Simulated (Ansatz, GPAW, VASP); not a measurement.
# One calculation of SnTe, 4 ways

```xyz
2
Lattice="0.0000 3.1509 3.1509 3.1509 0.0000 3.1509 3.1509 3.1509 0.0000" Properties=species:S:1:pos:R:3 pbc="T T T"
Te    3.1509    3.1509    3.1509
Sn    0.0000    0.0000    0.0000
```

Alike in all runs: task single point; functional PBE; k mesh 7 × 7 × 7; occupations gaussian, width 0.02 eV; no spin polarisation; no spin-orbit coupling. Pressure is positive in compression and, in plane waves, holds the error of the finite cutoff, which Ansatz's Pulay term estimates and takes out.

```csv
program and potentials,plane-wave cutoff (eV),notes,pressure (GPa)
"Ansatz, Ansatz PAW",420,15 valence electrons an atom on average; Pulay term of +0.03 GPa included,2.23
"GPAW, GPAW PAW data sets (gpaw-data 1.2.1)",600,10 valence electrons an atom on average,1.95
"VASP, PBE PAW files Sn_d, Te, 520 eV",520,10 valence electrons an atom on average,?
"Ansatz, all-electron LAPW, scalar-relativistic",-,-,2.23
```

Problem. Estimate from the other rows what the run with VASP, PBE PAW files Sn_d, Te, 520 eV gave.

Solution. Pressure 2.18 GPa. The other rows, which needn't bracket it: pressure 1.95 to 2.23.
